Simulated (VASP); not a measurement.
# C (P6_3/mmc) in VASP: further runs, part 2 of 2

VASP 6.6.1.

**3. Single point, r2SCAN**

POSCAR reads:

```
C
1.0
    2.5138686042      0.0000000000      0.0000000000
   -1.2569343021      2.1770740730      0.0000000000
    0.0000000000      0.0000000000     16.5031838100
C
16
Direct
    0.0000000000      0.0000000000      0.9532899300
    0.6666666700      0.3333333300      0.2974096400
    0.3333333300      0.6666666700      0.7974096400
    0.6666666700      0.3333333300      0.2025903600
    0.3333333300      0.6666666700      0.0778874800
    0.3333333300      0.6666666700      0.3287820000
    0.3333333300      0.6666666700      0.4221125200
    0.6666666700      0.3333333300      0.6712180000
    0.3333333300      0.6666666700      0.7025903600
    0.0000000000      0.0000000000      0.4532899300
    0.0000000000      0.0000000000      0.0467100700
    0.3333333300      0.6666666700      0.1712180000
    0.6666666700      0.3333333300      0.8287820000
    0.0000000000      0.0000000000      0.5467100700
    0.6666666700      0.3333333300      0.5778874800
    0.6666666700      0.3333333300      0.9221125200
```

INCAR.step1 reads:

```
SYSTEM = C
PREC = Accurate ; ENCUT = 520
ISMEAR = 0 ; SIGMA = 0.1
LREAL = Auto ; LASPH = .TRUE.
NELM = 100 ; NBANDS = 46
GGA = PE ; ALGO = Normal
EDIFF = 1E-4 ; LWAVE = .TRUE.
LCHARG = .FALSE.
```

INCAR.step2 reads:

```
SYSTEM = C
PREC = Accurate ; ENCUT = 520
EDIFF = 1E-7 ; ISMEAR = 0
SIGMA = 0.1 ; LREAL = Auto
LASPH = .TRUE. ; NELM = 100
ALGO = Normal ; ISIF = 2
LWAVE = .FALSE. ; LCHARG = .FALSE.
METAGGA = R2SCAN ; LMIXTAU = .TRUE.
NBANDS = 46 ; ISTART = 1
```

KPOINTS reads:

```
regular mesh
0
G
  9 9 1
  0 0 0
```

Potentials or basis: VASP PAW PBE potentials, release 64 (C).

Command:

```bash
$ cat potpaw_PBE.64/C/POTCAR > POTCAR
$ cp INCAR.step1 INCAR
$ mpirun -np 1 vasp_std > vasp.out
$ cp INCAR.step2 INCAR
$ mpirun -np 1 vasp_std > vasp.out
```

OUTCAR:

```text
SYSTEM = C
   PREC = Accurate
   ENCUT = 520
   EDIFF = 1E-7
   ISMEAR = 0
   LREAL = Auto
   LASPH = .TRUE.
   NELM = 100
   ISIF = 2
   METAGGA = R2SCAN
   ISTART = 1

 ion  position               nearest neighbor table
   1  0.000  0.000  0.953-  16 1.54  16 1.54  16 1.54  11 1.54
   2  0.667  0.333  0.297-   6 1.54   6 1.54   6 1.54   4 1.56
   3  0.333  0.667  0.797-  13 1.54  13 1.54  13 1.54   9 1.56
   4  0.667  0.333  0.203-  12 1.54  12 1.54  12 1.54   2 1.56
   5  0.333  0.667  0.078-  11 1.54  11 1.54  11 1.54  12 1.54
   6  0.333  0.667  0.329-   7 1.54   2 1.54   2 1.54   2 1.54
[... 792 lines left out ...]
  Total        0.6128253      0.6128253      0.6188516      0.0000000     -0.0000000      0.0000000
  in kB       10.8708564     10.8708564     10.9777568      0.0000000     -0.0000000      0.0000000
  external PRESSURE =      10.9064898 kB  Pullay stress =       0.0000000 kB

 VOLUME and BASIS-vectors are now :
 -----------------------------------------------------------------------------
  energy-cutoff  :      520.00
  volume of cell :       90.32
      direct lattice vectors                 reciprocal lattice vectors
     2.513868604  0.000000000  0.000000000     0.397793265  0.229666049  0.000000000
    -1.256934302  2.177074073  0.000000000     0.000000000  0.459332097  0.000000000
     0.000000000  0.000000000 16.503183810     0.000000000  0.000000000  0.060594368

 POSITION                                       TOTAL-FORCE (eV/Angst)
 -----------------------------------------------------------------------------------
      0.00000      0.00000     15.73232         0.000000     -0.000000      0.013856
      1.25693      0.72569      4.90821        -0.000000      0.000000      0.011319
     -0.00000      1.45138     13.15980         0.000000     -0.000000      0.011319
      1.25693      0.72569      3.34339        -0.000000      0.000000     -0.011319
     -0.00000      1.45138      1.28539        -0.000000      0.000000     -0.008781
     -0.00000      1.45138      5.42595         0.000000     -0.000000      0.001505
[... 8 lines left out ...]
      1.25693      0.72569      9.53698         0.000000     -0.000000     -0.008781
      1.25693      0.72569     15.21779         0.000000     -0.000000      0.008781
 -----------------------------------------------------------------------------------
    total drift:                                0.000000     -0.000000      0.000000

  FREE ENERGIE OF THE ION-ELECTRON SYSTEM (eV)
  ---------------------------------------------------
  free  energy   TOTEN  =      -157.1819199852 eV

  energy  without entropy=     -157.1819199852  energy(sigma->0) =     -157.18191999
```

OSZICAR.step1:

```text
N       E                     dE             d eps       ncg     rms          rms(c)
DAV:   1     0.180229995616E+03    0.18023E+03   -0.34104E+04  1104   0.137E+03
DAV:   2    -0.137581386612E+03   -0.31781E+03   -0.30168E+03  1416   0.263E+02
DAV:   3    -0.150398999342E+03   -0.12818E+02   -0.12726E+02  1434   0.497E+01
DAV:   4    -0.150590074971E+03   -0.19108E+00   -0.19048E+00  1440   0.621E+00
DAV:   5    -0.150594811222E+03   -0.47363E-02   -0.47316E-02  1416   0.908E-01    0.158E+01
DAV:   6    -0.146700952526E+03    0.38939E+01   -0.26245E+00  1296   0.682E+00    0.943E+00
DAV:   7    -0.145402292979E+03    0.12987E+01   -0.33522E+00  1276   0.792E+00    0.196E+00
DAV:   8    -0.145404366938E+03   -0.20740E-02   -0.96069E-02  1386   0.130E+00    0.109E-01
DAV:   9    -0.145404698005E+03   -0.33107E-03   -0.15798E-03  1442   0.198E-01    0.428E-02
DAV:  10    -0.145404788732E+03   -0.90727E-04   -0.89087E-05   972   0.503E-02
   1 F= -.14540479E+03 E0= -.14540479E+03  d E =-.156041E-11
```

Run time: 2.4 min. Hardware: 1 thread of Intel Xeon 6975P-C (Granite Rapids), shared host; peak memory 0.22 GiB.

What came out:

```yaml
Free_energy: -157.1819 eV
Pressure: 1.1 GPa
Largest_force: 0.014 eV/Å
Band_gap_on_the_k_mesh: 4.62 eV, indirect (least direct gap 5.68 eV)
```

Forces in eV/Å, atoms in the order of the input:
```
C    0.000  0.000  0.014
C    0.000  0.000  0.011
C    0.000  0.000  0.011
C    0.000  0.000 -0.011
C    0.000  0.000 -0.009
C    0.000  0.000  0.002
C    0.000  0.000  0.009
C    0.000  0.000 -0.002
C    0.000  0.000 -0.011
C    0.000  0.000  0.014
C    0.000  0.000 -0.014
C    0.000  0.000 -0.002
C    0.000  0.000  0.002
C    0.000  0.000 -0.014
C    0.000  0.000 -0.009
C    0.000  0.000  0.009
```

Caveat: the PAW data sets were made with another functional, which shifts forces and pressure a little; an odd mesh through Γ misses points on the zone boundary, where band edges often lie.
